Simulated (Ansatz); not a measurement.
Input of an Ansatz 0.2.0 run:

input.yaml

```yaml
crystal:
  lattice:
    - [-1.56042162, 1.56042162, 4.22180559]
    - [1.56042162, -1.56042162, 4.22180559]
    - [1.56042162, 1.56042162, -4.22180559]
  atoms:
    - { symbol: Ru, position: [0.0, 0.0, 0.0] }
    - { symbol: Al, position: [0.34079781, 0.34079781, 0.0] }
    - { symbol: Al, position: [0.65920219, 0.65920219, 0.0] }
hamiltonian:
  xc: pbesol
  pseudopotentials: { kind: paw }
kpoints:
  mp_grid: { grid: [12, 12, 12] }
scf:
  occupations: { method: fermi_dirac, width: 0.05 }
output:
  forces: true
  stress: true
  eigenvalues: true
relax:
  f_tol: 0.01
  max_steps: 40
  cell: { stress_tol: 0.05 }
```

Potentials or basis: Ansatz PAW.

Launch:

```console
$ ansatz run input.yaml --threads 2 --pin off --max-ram 5632MiB --backend cpu --events-out ev --progress --plain --runs-dir out
```

(1) Estimate the band gap on the k mesh.

(2) Estimate the space group after relaxing (to 0.05 Å).

(3) Estimate the relaxed cell.

Answers

(1) none (metal or under the smearing width).

(2) I4/mmm (No. 139).

(3) a = 4.755 Å, b = 4.755 Å, c = 4.755 Å, α = 141.68°, β = 141.68°, γ = 55.31°.
